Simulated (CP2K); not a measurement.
# As in CP2K: the effect of functional

As:

```xyz
1
Lattice="2.9987 0.0000 0.0000 -0.1584 2.5934 0.0000 0.5881 0.5415 2.4555" Properties=species:S:1:pos:R:3 pbc="T T T"
As    1.7142    1.5675    1.2277
```

Alike in all runs:

| Property | Result |
| --- | --- |
| Program | CP2K 2026.2 |
| Potentials or basis | POTENTIAL_UZH As GTH-PBE-q5; TZVP-MOLOPT-PBE-GTH basis |
| Density cutoff | 9184 eV |
| k mesh | 9 × 10 × 11 |
| Occupations | fermi-dirac, width 0.05 eV |
| Spin | no spin polarisation |

Question: One run gave: pressure 15.0 GPa. Which functional did it use?
A. PBEsol
B. LDA
C. BLYP
D. r2SCAN
E. revPBE

Answer: C.

```csv
functional,pressure (GPa)
LDA,6.6
PBEsol,6.3
OLYP,5.9
revPBE,8.8
BLYP,15.0
r2SCAN,8.3
```

Caveats: the potentials were made for another functional, which shifts forces and pressure; the basis of atomic orbitals isn't converged, which shifts pressures, moduli and gaps.

Runs at the PBE level aren't shown here.
